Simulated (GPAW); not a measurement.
Runs of GPAW 26.7.0 on MnO. Symmetry: Fm-3m, No. 225, cubic system. The conventional cell has a = 4.444 Å, b = 4.444 Å, c = 4.444 Å, α = 90.00°, β = 90.00°, γ = 90.00°. Mn (site symmetry m-3m) is surrounded by 6 O at 2.22 Å. O (site symmetry m-3m) has 6 Mn at 2.22 Å as nearest neighbours. 

```csv
level,U,gap on the mesh (eV),pressure (GPa),moment (μB)
r2SCAN+U,Mn d U = 4 eV,0.97,6.9,5.00
r2SCAN+U,Mn d U = 2 eV,0.45,5.4,5.00
r2SCAN+U,Mn d U = 3 eV,0.72,(c),5.00
r2SCAN+U,Mn d U = 5 eV,1.20,7.5,5.00
r2SCAN,-,none,3.8,(b)
r2SCAN+U,Mn d U = 6 eV,1.40,8.1,5.00
r2SCAN+U,Mn d U = 8 eV,(a),9.2,5.00
```

Alike in all rows: task single point; potentials or basis GPAW PAW data sets (gpaw-data 1.2.1), pw; spin collinear, ferromagnetic start; cell as given; k mesh 7 × 7 × 7; cutoff (eV) 800; smearing fermi-dirac 0.05 eV.

Q: Fill in the values left out.

A: (a) 1.76; (b) 4.99; (c) 6.2.

Caveats: the PAW data sets were made with another functional, which shifts forces and pressure a little; a cell with one magnetic atom can't hold antiferromagnetic order, which such compounds often take; an odd mesh through Γ misses points on the zone boundary, where band edges often lie (some runs); semilocal functionals often make such compounds metallic where correlation or magnetic order opens a gap, which also shifts bond lengths (some runs).

A gap of «none» marks a metal or a gap under the smearing width.

Runs at the PBE level aren't shown here.
